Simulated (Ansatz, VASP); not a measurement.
**BaZrO3 in VASP and in Ansatz**

```xyz
5
Lattice="4.0970 0.0000 0.0000 0.0000 4.0970 0.0000 0.0000 0.0000 4.0970" Properties=species:S:1:pos:R:3 pbc="T T T"
Ba    0.0000    0.0000    0.0000
Zr    2.0485    2.0485    2.0485
O     0.0000    2.0485    2.0485
O     2.0485    0.0000    2.0485
O     2.0485    2.0485    0.0000
```

Alike in both runs: task single point; functional LDA; k mesh 4 × 4 × 4; no spin polarisation.

|  | VASP | Ansatz |
| --- | --- | --- |
| version | VASP 6.6.1 | Ansatz 0.2.0 |
| potentials or method | VASP PAW LDA potentials, release 64 (Ba_sv, Zr_sv, O), cutoff 520 eV | all-electron LAPW, scalar-relativistic |
| occupations | gaussian, width 0.01 eV | fixed |

```csv
,VASP,Ansatz,Ansatz less VASP
gap on the k mesh at the Fermi level (eV),3.19,3.26,+0.069
pressure (GPa),8.8,7.0,-1.73
```

Ansatz ran all-electron here, so the differences hold the error of VASP's frozen core and of both bases.

Caveats: spin-orbit coupling is left out, which moves the levels of the heavy elements. Expect the measured gap to be larger: semilocal functionals such as LDA lack the derivative discontinuity. A k mesh can miss the band edges.
